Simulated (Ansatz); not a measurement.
The system is Ir.

```
CELL_PARAMETERS angstrom
0.00000 1.91560 1.91560
1.91560 0.00000 1.91560
1.91560 1.91560 0.00000
ATOMIC_POSITIONS crystal
Ir 0.00000 0.00000 0.00000
```

| Item | Value |
| --- | --- |
| Program | Ansatz 0.2.0 |
| Task | relaxation of cell and atoms |
| Functional | LDA |
| Potentials or basis | all-electron LAPW, scalar-relativistic |
| Basis error allowed | 0.001 eV/atom |
| k mesh | 12 × 12 × 12 |
| Occupations | fermi-dirac, width 0.05 eV |
| Spin | no spin polarisation |

At the start: volume 14.06 Å³/atom.

Problem. Where does the relaxation end?

Solution. Over 4 steps the energy falls by 4.9 meV/atom and the volume is 13.82 Å³/atom (-1.7 %); space group Fm-3m (No. 225, to 0.05 Å).

Step by step:
```tsv
step	energy change (eV)	largest force (eV/Å)	volume (Å³)
1	0.0000	0.0000	14.06
2	-0.0049	0.0000	13.84
3	-0.0049	0.0000	13.82
4	-0.0049	0.0000	13.82
```

Final structure:
```xyz
1
Lattice="0.0000 1.9048 1.9048 1.9048 0.0000 1.9048 1.9048 1.9048 0.0000" Properties=species:S:1:pos:R:3 pbc="T T T"
Ir    0.0000    0.0000    0.0000
```
